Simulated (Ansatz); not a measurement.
All numbers below come from DFT PBE, scalar-relativistic, plane waves, PAW in Ansatz. Settings: cutoff 420 eV, Γ-centred meshes spaced at most about 0.3 Å⁻¹, and about 0.25 Å⁻¹ or finer for metals (2π included), Gaussian smearing. No spin polarisation.

Each guess is relaxed in cell and atoms at zero pressure, on a coarse mesh first where it starts far from rest and then on a converged one. The steps can't lower the symmetry of the start, but it can rise. Energies are static (0 K, no zero-point motion).

Two unrelaxed guesses for Cs4H:

Guess 1.

```cif
data_structure
_symmetry_space_group_name_H-M 'F-43m'
_symmetry_Int_Tables_number 216
_cell_length_a 9.6140
_cell_length_b 9.6140
_cell_length_c 9.6140
_cell_angle_alpha 90.000
_cell_angle_beta 90.000
_cell_angle_gamma 90.000
_cell_volume 888.61
loop_
_atom_site_label
_atom_site_type_symbol
_atom_site_symmetry_multiplicity
_atom_site_Wyckoff_symbol
_atom_site_fract_x
_atom_site_fract_y
_atom_site_fract_z
_atom_site_occupancy
Cs1 Cs 16 e 0.37488 0.12512 0.87488 1
H1 H 4 a 0.00000 0.00000 0.00000 1
```

Guess 2.

```cif
data_structure
_symmetry_space_group_name_H-M 'Pm-3m'
_symmetry_Int_Tables_number 221
_cell_length_a 6.4336
_cell_length_b 6.4336
_cell_length_c 6.4336
_cell_angle_alpha 90.000
_cell_angle_beta 90.000
_cell_angle_gamma 90.000
_cell_volume 266.30
loop_
_atom_site_label
_atom_site_type_symbol
_atom_site_symmetry_multiplicity
_atom_site_Wyckoff_symbol
_atom_site_fract_x
_atom_site_fract_y
_atom_site_fract_z
_atom_site_occupancy
Cs1 Cs 3 c 0.00000 0.50000 0.50000 1
Cs2 Cs 1 a 0.00000 0.00000 0.00000 1
H1 H 1 b 0.50000 0.50000 0.50000 1
```

**Question.** Do they relax into the same structure? If not, which is lower?

**Answer.** No. Guess 2 ends lower, by 0.41 eV/atom. Guess 1: F-43m at 44.4 Å³/atom → F-43m at 136.0 Å³/atom; Guess 2: Pm-3m at 53.3 Å³/atom → Pm-3m at 76.0 Å³/atom. Counting Cs atoms around H (those within 1.25 times the shortest such distance or 1.15 times the sum of covalent radii; the shortest distance is added where it is long for a bond), the end of guess 1 has H 12 from 5.8 Å and the end of guess 2 has H 6. End of guess 1. Conventional cell: a = 13.959 Å. Around Cs lie 6 Cs at 4.89–4.98 Å and 3 H at 5.78 Å; H has 12 Cs at 5.78 Å (long contacts). End of guess 2. Conventional cell: a = 7.242 Å. Cs on a site of symmetry 4/mmm has 2 H at 3.62 Å and 12 Cs at 5.12 Å; around Cs on a site of symmetry m-3m lie 12 Cs at 5.12 Å; H is surrounded by 6 Cs at 3.62 Å.

Ends held by symmetry can be saddle points. Even the lowest of the cells shown lies +0.05 eV/atom against the elements. With hydrogen, zero-point motion can shift such differences by 10 meV/atom or more. Some structure types and database cells were kept out of the candidates from the start, so a known form may be missing.
